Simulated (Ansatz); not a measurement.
**Work and stress of cleavage in AlN**

The calculation used Ansatz 0.2.0, DFT PBE, scalar-relativistic, plane waves, PAW. The runs took a 420 eV cutoff, a Γ-centred 8×8×3 mesh and Gaussian smearing (0.05 eV). No spin polarisation. Energies are free energies at this smearing, counted from the undisturbed cell; pressure is positive in compression.

Zero of the scan (relaxed at this level):

```
Al N
1.0
    -3.13024    0.00000    0.00000
    -1.56512   -2.71087    0.00000
     0.00000    0.00000   10.03596
Al N
4 4
Direct
  0.33333 0.33333 0.65461
  0.33333 0.33333 0.15461
  0.66667 0.66667 0.90461
  0.66667 0.66667 0.40461
  0.33333 0.33333 0.84539
  0.33333 0.33333 0.34539
  0.66667 0.66667 0.09539
  0.66667 0.66667 0.59539
```

The cut lies on the cell's a–b face, a (0 0 1) plane (indices in the standard cell, whose axes needn't be the Cartesian ones shown) of area 8.49 Å², between layers 1.91 Å apart. Vector c is lengthened by d along the normal with the atoms' Cartesian places fixed: one unrelaxed cut a cell. The traction is positive where the two halves pull on each other.

```
d (Å) energy (J/m²) traction (GPa)
-0.30           1.82          -155.1
-0.15           0.35           -52.6
 0.00           0.00             0.0
 0.25           0.53            35.6
 0.50           1.56            44.1
 0.75           2.66            42.8
 1.00           3.68            38.3
 1.50           5.31            26.7
 2.00           6.34            15.2
 3.00           7.10             2.6
 4.50           7.25             0.4
 6.00           7.30             0.2
```

Problem. What are the work of separation and the cleavage stress, and do they fit the universal binding curve?

Solution. The energy levels off near W ≈ 7.30 J/m² (the traction is down to 0.2 GPa), the energy of the two unrelaxed faces, 3.65 J/m² each on average. The largest sampled traction is 44.1 GPa at d = 0.50 Å, and a parabola through it and its two neighbours peaks at σ_max ≈ 44.8 GPa, d ≈ 0.59 Å. The curve E = W[1 − (1 + d/ℓ)exp(−d/ℓ)] peaks in traction at d = ℓ with σ_max = W/(eℓ); with 1 J/m² per Å = 10 GPa this W and σ_max give ℓ = 0.60 Å. A parabola through that curve at the same three d peaks at 0.61 Å, against 0.59 Å here, a fair fit. The cut parts unlike faces (Al and N); in an ionic crystal that makes them polar, and the energy then depends on the thickness of the slab. The opened faces are metallic here, and spin polarisation, left out, could lower W. Real crystals break at far lower stress, because cracks concentrate it, and on the plane of lowest W, which needn't be this one.

The cut is rigid; relaxing the faces lowers these energies and usually the stresses.

The gap closes along the scan, which can put kinks into the curve.

Cost: 12 runs of about 0.72 core-minutes in all, on Intel Xeon Platinum 8581C (Emerald Rapids) (shared hosts).